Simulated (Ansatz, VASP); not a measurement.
# Cross-check of Al13N14 (N_Al) between VASP and Ansatz

One calculation is typed for both programs; each brings its own data sets. How far apart do they land? The cell is taken from a series of runs on this material, whose earlier steps may have relaxed, scaled, displaced or heated it; both programs get it as it stands.

Calculated with Ansatz 0.2.0; plane waves, with VASP 6.6.1 beside it; single point at HSE06.

### Step 1. The structure

The cell holds 54 atoms: 26 Al and 28 N. Its edges and angles: a = 9.339 Å, b = 9.339 Å, c = 9.339 Å, α = 60.0°, β = 60.0°, γ = 60.0°. It derives from AlN (AlN (F-43m)). Nearest the centre at fractional (0.333, 0.667, 0.667): N44 at 0.80 Å, N41 at 1.91 Å, N35 at 2.15 Å, N45 at 2.15 Å, N43 at 2.15 Å, Al7 at 3.04 Å, Al16 at 3.04 Å, Al13 at 3.07 Å. The cell carries charge −2.

Structure file:

```xyz
54
Lattice="0.0000 6.6037 6.6037 6.6037 0.0000 6.6037 6.6037 6.6037 0.0000" Properties=species:S:1:pos:R:3 pbc="T T T"
Al   13.1813    6.6114    6.5986
Al    8.7899    2.2089    6.6083
Al   10.9743    4.4052    6.5843
Al    8.8028    6.6052    2.2014
Al    4.4004    8.8042    8.7850
Al    6.5830    4.4114    2.1951
Al   10.9361    6.6175    4.4424
Al    6.5797    2.1924    4.4139
Al    8.7881    4.3790    4.4107
Al    6.5971    8.8153    2.2190
Al    8.7642    4.4144    8.7957
Al   10.9741    6.6258    8.8049
Al    2.2768    2.1740    4.4325
Al    4.4004    4.4252    4.4060
Al    6.6225    6.5887    4.4367
Al   10.9359    8.7676    6.5924
Al    6.6111    4.4022    6.6620
Al    6.5972   10.9911    4.3947
Al    8.7898    6.6018   11.0012
Al    4.4021    8.7950    4.4151
Al    8.8028   11.0088    6.6050
Al    4.4090    6.5940    6.6163
Al    6.6225    8.7737    6.6215
Al   11.0165   10.9835    8.8304
Al    6.6112    6.5482    8.8079
Al    8.7880    8.7996    8.8311
N     1.0880    1.0934    1.1016
N     3.2984    3.2988    1.0987
N     5.4789    5.5085    1.0979
N     3.3114    1.1052    3.2520
N     5.4909    3.3077    3.2988
N     7.6923    5.4988    3.3006
N     5.4916    1.1021    5.5043
N     7.6769    3.2866    5.5043
N     9.9987    5.3417    5.3405
N     1.1262    3.2627    3.3435
N     3.2983    5.5077    3.3076
N     5.5248    7.6885    3.3467
N     3.3113    3.3545    5.5012
N     5.5073    5.5028    5.5131
N     7.7500    7.7298    5.4806
N     5.4773    3.2687    7.6990
N     7.5649    5.3608    7.8493
N     9.0424    7.1475    6.0626
N     9.9983    7.8694    7.8681
N     1.0880    5.5048    5.5129
N     3.2897    7.6913    5.5188
N     5.5249    9.8634    5.5215
N     3.2980    5.4937    7.7165
N     5.5073    7.6971    7.7074
N     7.6923    9.9097    7.7114
N     5.4775    5.5111    9.9413
N     7.6770    7.7059    9.9234
N     9.8970    9.8813    9.9325
```

### Step 2. VASP: single point, HSE06

With cell and atoms fixed, the geometry can't cause a difference; cores, projectors, grids and the points listed under the comparison can.

Lines of VASP's logs that name or quote its potential files are left out, and so is its time.

The run reads the wave functions of an earlier VASP run, which isn't shown here.

INCAR reads:

```
SYSTEM = Al13N14
PREC = Accurate
ENCUT = 520
EDIFF = 1E-06
NELM = 100
ISMEAR = -1
SIGMA = 0.01
LREAL = Auto
ALGO = Normal
LHFCALC = .TRUE.
AEXX = 0.25
GGA = PE
HFSCREEN = 0.208
LASPH = .TRUE.
NELECT = 220
NBANDS = 147
ISPIN = 2
MAGMOM = 0 0 0 0 0 0 0 0 0 0 0 0 0 0 0 0 0 0 0 0 0 0 0 0 0 0 0 0 0 0 0 0 0 0 0 0 0 0 0 0 0 0 0 0 0 0 0 0 0 0 0 0 0 0
PRECFOCK = Fast
LORBIT = 11
LWAVE = .FALSE.
LCHARG = .FALSE.
ISIF = 2
NUPDOWN = 0
```

POSCAR reads:

```
Al13N14
1.0
    0.0000000000      6.6037493708      6.6037493708
    6.6037493708      0.0000000000      6.6037493708
    6.6037493708      6.6037493708      0.0000000000
Al N
26 28
Direct
    0.0021746104      0.9970485728      0.9989905460
    0.0020707116      0.9986239651      0.3324205201
    0.0011506385      0.9959006048      0.6659299044
    0.0002891003      0.3330743456      0.9999248832
    0.9985824756      0.3317190358      0.3346295136
    0.0017851368      0.3306162664      0.6662360934
    0.0093748922      0.6633369292      0.9927039828
    0.0020166301      0.6663816176      0.3299760985
    0.0001176715      0.6677833395      0.6629883954
    0.3359521160      0.0000638180      0.9989364447
    0.3366210994      0.9953056434      0.3318480860
    0.3374225052      0.9958892525      0.6659157830
    0.3278153013      0.3433938804      0.0013856695
    0.3354767559      0.3317171177      0.3346304323
    0.3333688914      0.3384809835      0.6643535108
    0.3349747289      0.6633106146      0.9926989001
    0.3371597443      0.6716543233      0.3294553033
    0.6654269149      0.0000641675      0.9989459500
    0.6672806334      0.9986177881      0.3324208576
    0.6668898665      0.0016848005      0.6649272927
    0.6671241233      0.3330673458      0.9999331520
    0.6663849232      0.3355093815      0.3321343315
    0.6642197120      0.3384654448      0.6643669515
    0.6660969358      0.6710860972      0.9971267269
    0.6621200856      0.6716515342      0.3294701226
    0.6695172646      0.6677665242      0.6629911537
    0.0838142341      0.0829983234      0.0817618778
    0.0832130043      0.0831571555      0.4163155650
    0.0853669449      0.0808849582      0.7487864937
    0.0791862823      0.4132593080      0.0881787328
    0.0844661728      0.4150712549      0.4164092923
    0.0838259672      0.4159861381      0.7488578534
    0.0844000310      0.7491059304      0.0824840283
    0.0843465881      0.7491621745      0.4133477189
    0.0517500098      0.7569607161      0.7571354217
    0.4149175248      0.0913871661      0.0791563218
    0.4177141834      0.0831519424      0.4163118906
    0.4172136339      0.0895673720      0.7470470192
    0.4197901181      0.4132448957      0.0881815302
    0.4170870099      0.4177644521      0.4161975231
    0.4134298709      0.4164872968      0.7570909617
    0.4157015820      0.7501525235      0.0792675869
    0.4274209237      0.7611971363      0.3843555579
    0.3155575224      0.6024939573      0.7667893973
    0.4345435614      0.7569217743      0.7571182390
    0.7518215848      0.0829965803      0.0817626233
    0.7511192399      0.0845863177      0.4135699012
    0.7465516714      0.0895689483      0.7470566445
    0.7504965672      0.4180134180      0.0814053516
    0.7493591899      0.4177589496      0.4162091693
    0.7517539640      0.4159766895      0.7488647076
    0.7552434892      0.7501562987      0.0792939266
    0.7535350119      0.7491579151      0.4133560685
    0.7508426022      0.7532301626      0.7454710060
```

KPOINTS reads:

```
Automatic mesh
0
Gamma
1 1 1
0 0 0
```

PAW data sets: Al and N (PBE family, release 64).

Started as:

```sh
$ export OMP_NUM_THREADS=3
$ mpirun -np 1 vasp_gam
```

Numbers of over 12 decimals in the logs are rounded to 6 here.

Log:

```text
[banner, memory and clock lines left out]
running    1 mpi-ranks, on    1 nodes
[...]
Offloading initialized ...    1 GPUs detected
[...]
LDA part: xc-table for (Slater+PW92), standard interpolation
 found WAVECAR, reading the header
 POSCAR, INCAR and KPOINTS ok, starting setup
[...]
reading WAVECAR
 the WAVECAR file was read successfully
 initial charge from wavefunction
 entering main loop
       N       E                     dE             d eps       ncg     rms          rms(c)
DAV:   1    -0.445849676840E+03   -0.44585E+03   -0.13273E+01   760   0.899E+00    0.433E+01
DAV:   2    -0.445932364510E+03   -0.82688E-01   -0.36259E-01   664   0.171E+00    0.288E+01
DAV:   3    -0.445918893927E+03    0.13471E-01   -0.39893E-02   664   0.526E-01    0.177E+01
DAV:   4    -0.445911209310E+03    0.76846E-02   -0.48749E-03   688   0.226E-01    0.105E+01
[...]
DAV:  10    -0.445908005131E+03    0.51203E-05   -0.70805E-06   640   0.828E-03    0.379E-01
DAV:  11    -0.445908003941E+03    0.11897E-05   -0.30707E-06   456   0.533E-03    0.219E-01
DAV:  12    -0.445908004441E+03   -0.49992E-06   -0.12546E-06   376   0.355E-03
   1 F= -.44590800E+03 E0= -.44590800E+03  d E =-.351851E-11  mag=    -0.0000
```

Parts of OUTCAR (step 2):

```text
  FREE ENERGIE OF THE ION-ELECTRON SYSTEM (eV)
  ---------------------------------------------------
  free  energy   TOTEN  =      -445.9080044408 eV

  energy  without entropy=     -445.9080044408  energy(sigma->0) =     -445.90800444

 magnetization (x)
# of ion       s       p       d       tot
------------------------------------------
    1        0.000   0.000   0.000   0.000
    2        0.000  -0.000   0.000   0.000
    3       -0.000   0.000   0.000   0.000
    4        0.000  -0.000   0.000  -0.000
    5        0.000  -0.000   0.000  -0.000
    6        0.000   0.000   0.000   0.000
    7       -0.000  -0.000   0.000  -0.000
    8        0.000   0.000   0.000   0.000
    9       -0.000  -0.000   0.000  -0.000
   10        0.000   0.000   0.000   0.000
   11       -0.000  -0.000   0.000  -0.000
   12        0.000  -0.000   0.000   0.000
   13        0.000  -0.000   0.000  -0.000
[...]
--------------------------------------------------
tot          0.000  -0.000   0.000  -0.000
```

The run ends at a pressure of 1.58 GPa, with forces up to 0.25 eV/Å.

[end of part 1 of 2]

[Lines on the potential files, build, host, timing and source positions are cut from VASP's logs without a mark.]

[Logs are printed without paths, hosts, clocks, repeated set-up lines and the standing remarks that a program may print on its own settings, such as how far it seeks lower states.]

[Hosts, paths, dates, database ids (printed as entryN), source tags and the programs' standing remarks are cut or masked in the printed files.]
